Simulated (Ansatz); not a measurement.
I:

```
CELL_PARAMETERS angstrom
-1.61746 1.61746 4.26481
1.61746 -1.61746 4.26481
1.61746 1.61746 -4.26481
ATOMIC_POSITIONS crystal
I 0.00000 0.00000 0.00000
```

* Program: Ansatz 0.2.0
* Task: single point
* Functional: PBE
* Potentials or basis: all-electron LAPW, scalar-relativistic
* Cutoff: 159 eV (chosen from the basis error)
* Basis error allowed: 0.001 eV/atom
* k mesh: 11 × 11 × 11
* Occupations: fermi-dirac, width 0.05 eV
* Spin: no spin polarisation

On this cell: pressure 0.2 GPa; band gap on the k mesh none (metal or under the smearing width).

The same run follows on a disturbed copy (cell strained at random at fixed volume):

```
I
1.0
    -1.58994    1.63206    4.23669
     1.68421   -1.64020    4.27552
     1.55534    1.60560   -4.23977
I
1
Direct
  0.00275 0.01163 0.01539
```

Question: What changes?

Answer: The energy (extrapolated to zero smearing) moves by -0.1 meV/atom; pressure 0.1 GPa; band gap on the k mesh none (metal or under the smearing width).

Stress tensor (GPa, compression positive):
```
 0.09 -0.03 -0.03
-0.03 -0.04  0.00
-0.03  0.00  0.17
```

Caveats: an odd number of electrons without spin polarisation forces a metal; a magnetic or distorted state may lie lower.
